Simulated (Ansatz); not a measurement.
**PbO (rocksalt type): a single-point run**

Wanted: a converged single-point run for PbO (rocksalt type), and a check of what comes out. The structure is shown as the input types it.

Program: Ansatz 0.2.0. Level of theory: Kohn-Sham DFT, with the functional, basis and potentials that each input names. These are calculated values, not measurements.

## 1. The system as given

The structure is cubic, space group Fm-3m (No. 225). The conventional cell has a = 5.211 Å, b = 5.211 Å, c = 5.211 Å, α = 90.00°, β = 90.00°, γ = 90.00°. Pb (site symmetry m-3m) has 6 O at 2.61 Å as nearest neighbours. O (site symmetry m-3m) has 6 Pb at 2.61 Å as nearest neighbours.

Coordinates:

```cif
data_structure
_symmetry_space_group_name_H-M 'Fm-3m'
_symmetry_Int_Tables_number 225
_cell_length_a 5.2114
_cell_length_b 5.2114
_cell_length_c 5.2114
_cell_angle_alpha 90.000
_cell_angle_beta 90.000
_cell_angle_gamma 90.000
_cell_volume 141.54
loop_
_atom_site_label
_atom_site_type_symbol
_atom_site_symmetry_multiplicity
_atom_site_Wyckoff_symbol
_atom_site_fract_x
_atom_site_fract_y
_atom_site_fract_z
_atom_site_occupancy
Pb1 Pb 4 a 0.00000 0.00000 0.00000 1
O1 O 4 b 0.50000 0.00000 0.00000 1
```

## 2. Running it

Contents of input.yaml:

```yaml
crystal:
  lattice:
    - [0.0, 2.6057063822, 2.6057063822]
    - [2.6057063822, 0.0, 2.6057063822]
    - [2.6057063822, 2.6057063822, 0.0]
  atoms:
    - { symbol: Pb, position: [0.0, 0.0, 0.0] }
    - { symbol: O, position: [0.5, 0.5, 0.5] }
kpoints:
  mp_grid: { grid: [12, 12, 12] }
scf:
  occupations: { method: fermi_dirac, width: 0.05 }
  max_iter: 60
hamiltonian:
  xc: lda+u
  pseudopotentials: { kind: paw }
output:
  forces: true
  stress: true
  eigenvalues: true
  efg: { contact_densities: true }
```

Started as:

```
ansatz run input.yaml --threads 1 --pin off --max-ram 2048MiB --backend cpu --events-out ev --progress --plain --runs-dir out
```

Q: Will this input give a usable result? If not, why, and what should change?

Nothing was computed: the input was turned down at the start. It says: «line 15 column 7: hamiltonian.xc: unknown variant `lda+u`, expected one of `lda`, `lda-pw`, `pw92`, `pbe`, `pbesol`, `rpbe`, `revpbe`, `blyp`, ...»

In the input, hamiltonian.xc is lda+u. The functional or method isn't one that the program knows by that name.

Remedy: set hamiltonian.xc to pbe. Any name on the list would pass the check; a listed functional of a like name need not be the same functional.
